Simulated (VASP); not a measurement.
A run of VASP 6.6.1 is set up as follows.

INCAR

```
SYSTEM = MnS
PREC = Accurate
ENCUT = 520
EDIFF = 1E-6
ISMEAR = 0
SIGMA = 0.05
LREAL = .FALSE.
LASPH = .TRUE.
NELM = 150
ALGO = Normal
ISIF = 2
LWAVE = .FALSE.
LCHARG = .FALSE.
ISPIN = 2
MAGMOM = 4 0
LORBIT = 11
NUPDOWN = 1
LMAXMIX = 4
LDAU = .TRUE.
LDAUTYPE = 2
LDAUL = 2 -1
LDAUU = 4 0
LDAUJ = 0 0
LDAUPRINT = 1
GGA = PS
```

File KPOINTS:

```
regular mesh
0
G
  6 6 6
  0 0 0
```

File POSCAR:

```
MnS
1.0
    0.0000000000      2.6122498900      2.6122498900
    2.6122498900      0.0000000000      2.6122498900
    2.6122498900      2.6122498900      0.0000000000
Mn S
1 1
Direct
    0.0000000000      0.0000000000      0.0000000000
    0.5000000000      0.5000000000      0.5000000000
```

Potentials or basis: VASP PAW PBE potentials, release 64 (Mn_pv, S).

Launch:

```bash
$ cat potpaw_PBE.64/Mn_pv/POTCAR potpaw_PBE.64/S/POTCAR > POTCAR
$ mpirun -np 1 vasp_std > vasp.out
```

Question: Estimate the pressure.

Answer: -5.6 GPa.

Eigenvalues of the final occupation matrices:
```csv
site,spin,trace,eigenvalues
site 1 d,1,3.01,0.12 0.12 0.92 0.92 0.92
site 1 d,2,1.96,0.03 0.03 0.03 0.93 0.93
```

Caveat: the moment is held away from its start; the PAW data sets were made with another functional, which shifts forces and pressure a little; the total moment is fixed, so each spin has its own Fermi level; a cell with one magnetic atom can't hold antiferromagnetic order, which such compounds often take. The state reached can hang on the start; a lower one may exist.
